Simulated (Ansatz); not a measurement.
# BaTiO3 (P1) in Ansatz: single point with PBE

Aim: the single point of BaTiO3 with PBE.

All numbers are computed with Ansatz 0.2.0; they aren't measurements. Logs are shortened: lines on timing, memory, paths and dates and some standing lists are left out, and cuts for length are marked.

**1. Starting point**

The typed cell holds 10 atoms: a = 4.004 Å, b = 5.655 Å, c = 5.670 Å, α = 90.00°, β = 90.21°, γ = 90.00°.

**2. Single point, PBE**

File input.yaml:

```yaml
crystal:
  lattice:
    - [-2.82766816, -1.63255497, -2.31773161]
    - [2.82766816, -4.89766492, 0.0]
    - [-2.82766816, -1.63255497, 4.63546322]
  atoms:
    - { symbol: Ba, position: [0.01574546, 0.99510673, 0.97325899] }
    - { symbol: Ba, position: [0.98425454, 0.50489327, 0.52674101] }
    - { symbol: Ti, position: [0.50385971, 0.9895382, 0.503622] }
    - { symbol: Ti, position: [0.46814029, 0.5104618, 0.024378] }
    - { symbol: O, position: [0.53055, 0.23162339, 0.73315727] }
    - { symbol: O, position: [0.48625, 0.75827661, 0.23994273] }
    - { symbol: O, position: [0.47921711, 0.75734423, 0.73348461] }
    - { symbol: O, position: [0.53758289, 0.25275577, 0.23961539] }
    - { symbol: O, position: [0.99088784, 0.02893112, 0.47950327] }
    - { symbol: O, position: [0.04611216, 0.47106888, 0.00369673] }
hamiltonian:
  xc: pbe
  pseudopotentials: { kind: paw }
kpoints:
  mp_grid: { grid: [9, 7, 7] }
scf:
  occupations: { method: fermi_dirac, width: 0.05 }
output:
  forces: true
  stress: true
  eigenvalues: true
  write_density: true
  write_potential: true
  elf: true
  volumetric_format: npy
```

Potentials or basis: Ansatz PAW.

Started as:

```
$ ansatz run input.yaml --threads 4 --pin off --max-ram 11264MiB --backend cpu --events-out ev --progress --plain --runs-dir out
```

Log:

```text
Warning: RAYON_NUM_THREADS=4 ignored (pool sized by the plan → 4); use --threads N
Engine: ansatz 0.2.0, aarch64-unknown-linux-gnu
Pseudopotentials: kind: paw
Pseudopotential: Ba, paw, valence charge 10, recommended cutoff 420 eV (normal), Ba.paw.azcp
Pseudopotential: Ti, paw, valence charge 12, recommended cutoff 420 eV (normal), Ti.paw.azcp
Pseudopotential: O, paw, valence charge 6, recommended cutoff 420 eV (normal), O.paw.azcp
Functional definition: PBE
  parameter kappa = 0.804
  parameter beta = 0.06672455060314922
  exchange = pbe_x(kappa = kappa, mu = beta*pi^2/3)
  correlation = pbe_c(beta = beta)
Crystal: 10 atoms, lattice volume = 128.393 Å³
Basis set: ecut = 420 eV, 2497 PW (Γ), exchange–correlation on 54×80×80 points (8 copies of the dense FFT grid, shifted against one another)
Bands: 50, of which v1, the nominal top of the filled ones, is band 40 counted from 1 (39 counted from 0)
Symmetry: 1 space group operations
Space group: P1 (ITA 1), of the structure as read, at distance tolerance 5.0e-5 Å
k-points: 221 of 441 (time reversal used)
Non-local potential: Ba, projectors of the file, l = 0: 3, l = 1: 2, l = 2: 2, l = 3: 2
Non-local potential: Ti, projectors of the file, l = 0: 3, l = 1: 2, l = 2: 3, l = 3: 1
Non-local potential: O, projectors of the file, l = 0: 2, l = 1: 2, l = 2: 1
PAW form: soft (Blöchl's): semilocal exchange-correlation on the pseudo side does not see the compensation charge
PAW one-centre angular grid: Ba, 194 points (default); XC on 64 Gauss nodes
PAW one-centre angular grid: Ti, 590 points (default); XC on 64 Gauss nodes
PAW one-centre angular grid: O, 110 points (default); XC on 64 Gauss nodes
Initial density: superposition of atomic densities (neutral atoms: chi_scale 0, normalization atom), corrected by the library's trained network
Initial wavefunctions: pseudopotential atomic-orbital guess
Functional: x = pbe(κ = 0.804, μ = 0.2195149727645171), c = pbe(β = 0.06672455060314922)
SCF iter   1: F=—  HF=-20318.224146 eV  |F-HF|=—  |Δ(HF+E_count)|=         —  Δρ=1.84e-3  dr2=3.40e-3  ethr=1.77e-3  ⟨swp⟩=7.4  Hψ=48859  notcnv=0  defer=8
preconditioner: auto → Resta (q_TF=auto, 2.521 Å⁻¹)  ε∞=5.6  [insulator: Δε(μ)=2.273 eV  Ē_g=12.197 eV  σ=0.050 eV  W_gap=1.00  n_scr=38 (ndim 8)  ℏωp=26.2 eV  f_vac=0.000  D(μ)=0.00/eV (n_scr^D=0)  ε∞_Penn≈5.6]
SCF iter   2: F=—  HF=-20318.223726 eV  |F-HF|=—  |Δ(HF+E_count)|=   4.21e-4  Δρ=8.92e-4  dr2=6.71e-4  ethr=4.25e-6  ⟨swp⟩=2.0  Hψ=21668  notcnv=0  defer=31
SCF iter   3: F=—  HF=-20318.224127 eV  |F-HF|=—  |Δ(HF+E_count)|=   4.01e-4  Δρ=2.58e-4  dr2=8.66e-5  ethr=8.38e-7  ⟨swp⟩=2.8  Hψ=20000  notcnv=0  defer=31
SCF iter   4: F=—  HF=-20318.223931 eV  |F-HF|=—  |Δ(HF+E_count)|=   1.96e-4  Δρ=7.12e-5  dr2=8.86e-6  ethr=1.08e-7  ⟨swp⟩=2.8  Hψ=19482  notcnv=0  defer=31
SCF iter   5: F=—  HF=-20318.223932 eV  |F-HF|=—  |Δ(HF+E_count)|=   8.37e-7  Δρ=2.37e-5  dr2=7.38e-7  ethr=1.11e-8  ⟨swp⟩=2.3  Hψ=16650  notcnv=0  defer=31
SCF iter   6: F=-20318.223932 eV  HF=-20318.223932 eV  |F-HF|=4.28e-9  |Δ(HF+E_count)|=   2.36e-7  Δρ=5.22e-6  dr2=2.72e-8  ethr=1.25e-10  ⟨swp⟩=14.9  Hψ=89743  notcnv=0
SCF 1 converged in 6 iterations: F = -20318.223932 eV  dr2 = 2.72e-8
SCF converged after 6 iterations
Free energy (F): -20318.223932 eV
Harris-Foulkes:  -20318.223932 eV  (|F-HF|=4.28e-9)
Internal energy: -20318.223932 eV  (E = F + TS)
E sigma→0 (E₀):  -20318.223932 eV
Fermi energy:    11.670017 eV
--- Per-component energies (eV) ---
  E_band       = -277.728408
  E_kinetic    = 1948.110449
  E_local      = -4284.596170  (includes V_loc(G=0)·N_el)
  E_nonlocal   = 409.007104
  E_hartree    = 1682.342868
  E_xc         = -984.430213
  E_vxc        = -1094.272566  (∫ρ·V_xc dr)
  E_paw        = -13491.028850  (= ΣΔE_a)
  E_vpaw       = -620.681703  (= ΣTr[D̂ρ^β])
  E_aug_tail   = 0.014893  (compensation charges beyond the density's cutoff)
  E_ewald      = -5597.644013
  E_smearing   = -0.000000  (= −TS)
  E_closure    = 0.000000  (closes the sum)
  Σ components = -20318.223932   (vs F -20318.223932, Δ=0.00e0)
--- Forces (eV/Å), atoms counted from 1 ---
  atom   1  Ba     0.22779250    -0.89087984     1.20371008
  atom   2  Ba    -0.02828682     1.01080983    -0.92532684
  atom   3  Ti     1.57284041    -2.11279383    -0.69118681
  atom   4  Ti    -3.02896315     0.71643838    -0.86046220
  atom   5  O      0.68338068    -0.51447275     0.82746392
  atom   6  O     -0.41381892     0.31962151    -0.44503106
  atom   7  O     -1.37577398     0.54866269     0.21581093
  atom   8  O      1.28719505    -0.32044272    -0.14983986
  atom   9  O     -1.32540336     0.84479519    -0.24874436
  atom  10  O      2.40104205     0.39826002     1.07353636
  max |Σ_I F_I| component: 6.99e-5 eV/Å
--- Stress (GPa, compression-positive) ---
        9.239191       1.394087       2.014346
        1.394087       7.705803      -0.373133
        2.014346      -0.373134       8.567012
  P = ⅓ Tr σ = 8.5040 GPa (85.040 kbar)
--- Band table (eV; the first three rows and the last of 221) ---
  k-point 0: bands = ["-45.8516", "-45.8296", "-22.3497", "-22.1908", "-22.1786", "-22.1189", "-22.0739", "-22.0559", "-14.4495", "-14.2038", "-6.6870", "-6.4521", "-6.2620", "-5.8889", "-5.4603", "-5.2613", "0.2340", "0.2620", "0.3818", "0.4289", "0.5057", "0.7827", "6.0818", "6.2684", "6.5509", "7.2696", "7.3485", "7.9789", "8.1104", "8.1484", "8.3615", "8.6148", "8.6933", "9.1620", "9.2842", "9.4325", "9.9405", "10.0985", "10.2118", "10.4067", "12.7533", "12.9361", "13.0128", "14.2690", "14.4083", "14.6011", "14.9133", "14.9956", "15.4378", "15.4723"]
  k-point 1: bands = ["-45.8516", "-45.8296", "-22.3497", "-22.1901", "-22.1769", "-22.1208", "-22.0739", "-22.0568", "-14.4400", "-14.2097", "-6.6980", "-6.4709", "-6.2663", "-5.8952", "-5.4609", "-5.2490", "0.2276", "0.3079", "0.3901", "0.4277", "0.5692", "0.7654", "6.1688", "6.3623", "6.6121", "7.3016", "7.3806", "7.9104", "8.0343", "8.0920", "8.3160", "8.4747", "8.7139", "9.0120", "9.2602", "9.4495", "9.8428", "10.0186", "10.1564", "10.3289", "12.8648", "12.9879", "13.0785", "14.2071", "14.3741", "14.5418", "15.0238", "15.0950", "15.5762", "15.6181"]
  k-point 2: bands = ["-45.8516", "-45.8296", "-22.3496", "-22.1885", "-22.1724", "-22.1258", "-22.0739", "-22.0588", "-14.4165", "-14.2253", "-6.7282", "-6.5058", "-6.2755", "-5.9070", "-5.4592", "-5.2289", "0.2331", "0.3629", "0.4299", "0.4536", "0.6867", "0.7367", "6.3732", "6.6563", "6.7799", "7.3560", "7.4675", "7.6408", "7.8874", "8.0108", "8.1609", "8.2273", "8.6189", "8.7493", "9.2499", "9.4587", "9.5930", "9.8631", "10.0408", "10.1738", "13.0726", "13.1691", "13.2902", "14.0262", "14.2385", "14.3480", "15.1900", "15.4892", "15.7162", "16.0288"]
  k-point 220: bands = ["-45.8507", "-45.8287", "-22.3973", "-22.1886", "-22.1699", "-22.1260", "-22.1197", "-22.0539", "-14.3210", "-14.1466", "-6.8230", "-6.1973", "-6.1247", "-5.5995", "-5.3498", "-5.2076", "-0.2830", "-0.1970", "-0.1450", "0.5528", "0.6090", "0.7680", "6.0079", "6.3486", "6.6904", "6.8513", "7.1808", "7.4146", "7.5742", "7.7005", "7.9290", "8.0586", "8.2065", "8.6896", "9.0524", "9.1940", "9.5164", "10.1891", "10.2140", "10.4789", "13.0827", "14.0546", "14.0969", "14.6168", "14.6721", "14.7714", "15.1158", "16.3846", "17.0681", "17.2128"]
```

Run time: 61 s. Hardware: 4 threads of Arm Neoverse V1, shared host; peak memory 1.2 GiB.

Results:

- Free energy: -20318.2239 eV
- Pressure: 8.5 GPa
- Largest force: 3.229 eV/Å
- Band gap on the k mesh: 2.27 eV, indirect (least direct gap 2.35 eV)

Forces on the atoms (eV/Å):
```
Ba   0.228 -0.891  1.204
Ba  -0.028  1.011 -0.925
Ti   1.573 -2.113 -0.691
Ti  -3.029  0.716 -0.860
O    0.683 -0.514  0.827
O   -0.414  0.320 -0.445
O   -1.376  0.549  0.216
O    1.287 -0.320 -0.150
O   -1.325  0.845 -0.249
O    2.401  0.398  1.074
```

Caveat: odd divisions of the mesh miss points on the zone boundary, where band edges often lie, so the gap on the mesh can be too wide; the pressure holds a Pulay correction of +0.5 GPa for the finite cutoff; spin-orbit coupling is left out, which moves the levels of the heavy elements; forces of over 1 eV/Å show positions far from the minimum, so gaps and moduli don't describe the material at rest. A k mesh can miss the band edges.
